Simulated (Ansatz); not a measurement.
# MoSe2: the cost of one run

Computed with Ansatz 0.2.0 (DFT r2SCAN+D3(BJ), scalar-relativistic, plane waves, PAW, unless a step's input says otherwise).

The COD entry's cell or inner coordinates are ideal or old and differ from later refinements, so a difference from it is no clean test against experiment.

3 further runs of the same task are left out: 3 set aside as unsound or not needed.

### Step 1. The starting structure

It takes space group P6_3/mmc (No. 194, hexagonal). The conventional cell has a = 3.301 Å, b = 3.301 Å, c = 13.013 Å, α = 90.00°, β = 90.00°, γ = 120.00°. Mo (site symmetry -6m2) has 6 Se at 2.52 Å as nearest neighbours. Se (site symmetry 3m) is surrounded by 3 Mo at 2.52 Å.

As a file:

```xyz
6
Lattice="3.3011 0.0000 0.0000 -1.6506 2.8589 0.0000 0.0000 0.0000 13.0131" Properties=species:S:1:pos:R:3 pbc="T T T"
Mo    0.0000    1.9059    3.2533
Mo    1.6506    0.9530    9.7598
Se    0.0000    1.9059    8.1040
Se    1.6506    0.9530    1.5974
Se    0.0000    1.9059   11.4157
Se    1.6506    0.9530    4.9091
```

It is the result of an earlier relaxation at this level (volume 20.47 Å³/atom; gap on the mesh: 1.08 eV).

### Step 2. Strained cells: the elastic tensor

input.yaml reads:

```yaml
crystal:
  lattice:
    - [3.3011329719, 0.0, 0.0]
    - [-1.650566486, 2.8588650149, 0.0]
    - [0.0, 0.0, 13.0130880456]
  atoms:
    - { symbol: Mo, position: [0.3333333333, 0.6666666667, 0.25] }
    - { symbol: Mo, position: [0.6666666667, 0.3333333333, 0.75] }
    - { symbol: Se, position: [0.3333333333, 0.6666666667, 0.6227560086] }
    - { symbol: Se, position: [0.6666666667, 0.3333333333, 0.1227560086] }
    - { symbol: Se, position: [0.3333333333, 0.6666666667, 0.8772439914] }
    - { symbol: Se, position: [0.6666666667, 0.3333333333, 0.3772439914] }
basis:
  ecutwfc: 500
kpoints:
  mp_grid: { grid: [9, 9, 2] }
hamiltonian:
  xc: r2scan
  dispersion: d3bj
scf:
  occupations: { method: fixed }
output:
  forces: true
  stress: true
  eigenvalues: true
elastic:
  mode: relaxed_ion
  stencil: two_point
```

On the command line:

```
> ansatz run input.yaml --threads 4 --pin off --max-ram 10240MiB --backend cpu --events-out ev --progress --plain --runs-dir out
```

Q: Estimate wall time and peak memory on 4 threads of Arm Neoverse V2, shared host.

About 3.5 min, with a peak of 0.99 GiB.
